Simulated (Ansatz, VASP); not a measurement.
# One calculation of AlN, two programs

```
Al N
1.0
     3.19250    0.00000    0.00000
    -1.59625    2.76479    0.00000
     0.00000    0.00000    5.61900
Al N
2 2
Direct
  0.33333 0.66667 0.00244
  0.66667 0.33333 0.50244
  0.33333 0.66667 0.38256
  0.66667 0.33333 0.88256
```

Alike in both runs: functional PBE; k mesh 9 × 9 × 6; occupations gaussian, width 0.05 eV; no spin polarisation.

Ansatz relaxed the structure, and its values are those at the end. VASP's run is a single point on that final structure, the one shown.

```csv
,VASP,Ansatz
version,VASP 6.6.1,Ansatz 0.2.0
potentials or method,"VASP PAW PBE potentials, release 64 (Al, N)","scalar-relativistic, plane waves, PAW"
plane-wave cutoff (eV),520,520
valence electrons in the cell,16,16
```

|  | VASP | Ansatz | Ansatz less VASP |
| --- | --- | --- | --- |
| gap on the k mesh at the Fermi level (eV) | 2.61 | 2.61 | +0.001 |
| least direct gap on the mesh (eV) | 2.61 | 2.61 | +0.001 |
| pressure (GPa) | -20.2 | -20.1 | +0.15 |

Ansatz warned: «stress_scf_threshold_loose».

Caveats: so large a pressure means that the cell lies far from this level's equilibrium, or that cutoff or potentials fall short (VASP).
